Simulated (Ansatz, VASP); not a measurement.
One calculation of Pd, two programs

File INCAR:

```
ALGO = Normal ; EDIFF = 1E-6
ENCUT = 520 ; GGA = CA
ISIF = 2 ; ISMEAR = -1
LASPH = True ; LCHARG = False
LREAL = False ; LWAVE = False
NBANDS = 11 ; NELM = 100
PREC = Accurate ; SIGMA = 0.1
```

Contents of KPOINTS:

```
k-points
0
Gamma
  7 7 7
```

Contents of POSCAR:

```
Pd
1.0
    0.0000000000      1.9211411165      1.9211411165
    1.9211411165      0.0000000000      1.9211411165
    1.9211411165      1.9211411165      0.0000000000
Pd
1
Direct
    0.0000000000      0.0000000000      0.0000000000
```

Input for Ansatz:

```yaml
crystal:
  lattice:
    - [0.0, 1.9211411165, 1.9211411165]
    - [1.9211411165, 0.0, 1.9211411165]
    - [1.9211411165, 1.9211411165, 0.0]
  atoms:
    - { symbol: Pd, position: [0.0, 0.0, 0.0] }
hamiltonian:
  xc: lda
  pseudopotentials:
    kind: paw
    azcp:
      Pd: "pseudopotentials/Pd.paw.azcp"
basis:
  ecutwfc: 420
  fft_grid_basis: typed
kpoints:
  mp_grid: { grid: [7, 7, 7], shift: [0, 0, 0] }
magnetization:
  spin_polarized: false
scf:
  occupations: { method: fermi_dirac, width: 0.1 }
  lower_state_search: "off"
output:
  stress: true
```

Alike in both runs: task single point; functional LDA; k mesh 7 × 7 × 7; occupations fermi-dirac, width 0.1 eV; no spin polarisation.

|  | VASP | Ansatz |
| --- | --- | --- |
| version | VASP 6.6.1 | Ansatz 0.2.0 |
| potentials or method | VASP PAW LDA potentials, release 64 (Pd) | plane waves (420 eV) with PAW, scalar-relativistic |
| plane-wave cutoff (eV) | 520 | 420 |
| valence electrons in the cell | 10 | 18 |

Ansatz gave:

* pressure (GPa): 0.1

**Question.** Estimate VASP's values.

**Answer.** Pressure (GPa): 0.4.

The two sets of potentials don't hold the same shells in valence. Ansatz warned: «pseudo_functional_mismatch».

Caveats: the k mesh is coarse (spacing up to 0.40 Å⁻¹), so the values aren't converged.
